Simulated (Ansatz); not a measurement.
# SiNi3 in Ansatz: the effect of functional

The system is SiNi3.

```xyz
4
Lattice="3.5420 0.0000 0.0000 0.0000 3.5420 0.0000 0.0000 0.0000 3.5420" Properties=species:S:1:pos:R:3 pbc="T T T"
Ni    1.7710    1.7710    0.0000
Ni    1.7710    0.0000    1.7710
Ni    0.0000    1.7710    1.7710
Si    0.0000    0.0000    0.0000
```

Alike in all runs:

- Program: Ansatz 0.2.0
- Task: band structure
- Potentials or basis: Ansatz PAW
- k mesh: 4 × 4 × 4
- Occupations: fermi-dirac, width 0.05 eV
- Spin: collinear spin, ferromagnetic start
- Starting moments: [1.0, 1.0, 1.0, 0.0] μB

**Question.** One run gave: pressure 3.5 GPa. Which functional did it use?
A. RPBE
B. BLYP
C. LDA
D. revPBE
E. PBEsol

**Answer.** B.

```csv
functional,cutoff,pressure (GPa)
LDA,420 eV (not typed: the program's choice for these potentials),-20.1
PBE,420 eV (not typed: the program's choice for these potentials),-5.9
PBEsol,420 eV (not typed: the program's choice for these potentials),-14.1
RPBE,420 eV (not typed: the program's choice for these potentials),-1.3
revPBE,420 eV (not typed: the program's choice for these potentials),-2.6
BLYP,420 eV (not typed: the program's choice for these potentials),3.5
r2SCAN,500 eV (not typed: the program's choice for these potentials),-13.4
```

Caveats: all runs use coarse meshes; the starting moments weren't kept; the PAW data sets come from PBE, with cores solved anew for the run's functional, which leaves a small shift of forces and pressure (some runs); the magnetic or orbital state may not be the lowest (some runs).
